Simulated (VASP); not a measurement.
A run of VASP 6.6.1 is set up as follows.

The input INCAR:

```
PREC     = Accurate       # precision mode
ENCUT    = 520            # plane-wave cutoff, eV
EDIFF    = 1E-8           # SCF threshold, eV
ISMEAR   = 0              # smearing method
SIGMA    = 0.01           # smearing width, eV
LREAL    = False          # projectors in reciprocal space
LASPH    = True           # aspherical terms in the spheres
NELM     = 60             # most SCF steps
ALGO     = Normal         # electronic algorithm
ISIF     = 2              # what is computed and relaxed
LWAVE    = False          # write WAVECAR
LCHARG   = False          # write CHGCAR
METAGGA  = R2SCAN         # meta-GGA
LMIXTAU  = True         
NBANDS   = 16             # bands
IBRION   = 6              # ionic algorithm
NFREE    = 2            
POTIM    = 0.015          # step
NSW      = 1              # ionic steps
```

The input KPOINTS:

```
Automatic mesh
0
Gamma
  8 8 8
```

The input POSCAR:

```
GaP
1.0
    0.0000000000      2.7252500000      2.7252500000
    2.7252500000      0.0000000000      2.7252500000
    2.7252500000      2.7252500000      0.0000000000
Ga P
1 1
Direct
    0.0000000000      0.0000000000      0.0000000000
    0.2500000000      0.2500000000      0.2500000000
```

Potentials or basis: VASP PAW PBE potentials, release 64 (Ga_d, P).

Run with:

```bash
$ cat potpaw_PBE.64/Ga_d/POTCAR potpaw_PBE.64/P/POTCAR > POTCAR
$ mpirun -np 1 vasp_std > vasp.out
```

Q: Estimate the highest phonon frequency at Γ, LO-TO splitting left out.

A: 361 cm⁻¹.

Phonon frequencies in cm⁻¹ (negative: imaginary):
```tsv
q point	frequencies
(0.000, 0.000, 0.000)	-1 -1 -1 361 361 361
```
